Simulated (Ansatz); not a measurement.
The system is C.

```xyz
8
Lattice="2.5221 0.0000 0.0000 -1.2611 2.1842 0.0000 0.0000 0.0000 8.2371" Properties=species:S:1:pos:R:3 pbc="T T T"
C     1.2611    0.7281    6.9501
C     0.0000    1.4561    2.8315
C     1.2611    0.7281    5.4056
C     0.0000    1.4561    1.2870
C     0.0000    0.0000    7.4649
C     0.0000    0.0000    3.3463
C     0.0000    0.0000    4.8908
C     0.0000    0.0000    0.7722
```

This is a hexagonal form of diamond, not graphite.

Base run:

* Program: Ansatz 0.2.0
* Functional: r2SCAN
* Potentials or basis: Ansatz PAW
* Cutoff: 500 eV
* Density cutoff: 2000 eV
* k mesh: 12 × 12 × 4
* Occupations: fermi-dirac, width 0.05 eV
* Spin: no spin polarisation

Its results: band gap on the k mesh 4.64 eV, indirect (least direct gap 5.45 eV); pressure -1.9 GPa; largest force 0.359 eV/Å.

Task: The run is repeated on the same cell with these changes: functional from r2SCAN to RPBE; cutoff from 500 eV to 420 eV; density cutoff from 2000 eV to 1680 eV. What comes out?

Result: Band gap on the k mesh 4.42 eV, indirect (least direct gap 5.20 eV); pressure 8.4 GPa; largest force 0.327 eV/Å.

r2SCAN gives the wider gap, since meta-GGAs in the generalised Kohn-Sham scheme recover part of the derivative discontinuity.

Caveats: the PAW data sets come from PBE, with cores solved anew for the run's functional, which leaves a small shift of forces and pressure; the potentials were made for another functional, which shifts forces and pressure (some runs).

Not every run made on this cell is shown here.
